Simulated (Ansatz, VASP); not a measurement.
One calculation of Ge, two programs

```
Ge
1.0
     0.00000    2.79168    2.79168
     2.79168    0.00000    2.79168
     2.79168    2.79168    0.00000
Ge
2
Direct
  0.50000 0.50000 0.50000
  0.75000 0.75000 0.75000
```

Alike in both runs: task single point; functional RPBE; k mesh 9 × 9 × 9; occupations fermi-dirac, width 0.05 eV; no spin polarisation.

```csv
,VASP,Ansatz
version,VASP 6.6.1,Ansatz 0.2.0
potentials or method,"VASP PAW PBE potentials, release 64 (Ge_d)","plane waves (420 eV) with PAW, scalar-relativistic"
plane-wave cutoff (eV),520,420
valence electrons in the cell,28,28
```

|  | VASP | Ansatz | Ansatz less VASP |
| --- | --- | --- | --- |
| pressure (GPa) | 8.7 | 8.9 | +0.17 |

With one functional, cell and mesh, what is left measures potentials, basis and numerics.

Caveats: the PAW data sets were made with another functional, which shifts forces and pressure a little (VASP).
